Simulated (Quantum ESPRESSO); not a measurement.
The system is CsSnBr3.

```
Cs Sn Br
1.0
     5.83901    0.00000    0.00000
     0.00000    5.83901    0.00000
     0.00000    0.00000    5.83901
Cs Sn Br
1 1 3
Direct
  0.00000 0.00000 0.00000
  0.50000 0.50000 0.50000
  0.00000 0.50000 0.50000
  0.50000 0.50000 0.00000
  0.50000 0.00000 0.50000
```

The cell is a database's computed one.

Base run:

* Program: Quantum ESPRESSO 7.5
* Functional: LDA
* Potentials or basis: PseudoDojo 0.4.1 SR LDA standard
* Cutoff: 980 eV
* Density cutoff: 3918 eV
* k mesh: 4 × 4 × 4, shifted
* Occupations: fermi-dirac, width 0.05 eV
* Spin: no spin polarisation

Its results: pressure -2.1 GPa.

Q: The run is repeated on the same cell with these changes: functional from LDA to PBEsol; potentials or basis from PseudoDojo 0.4.1 SR LDA standard to PseudoDojo 0.4.1 SR PBEsol standard. What comes out?

A: Pressure -1.0 GPa.
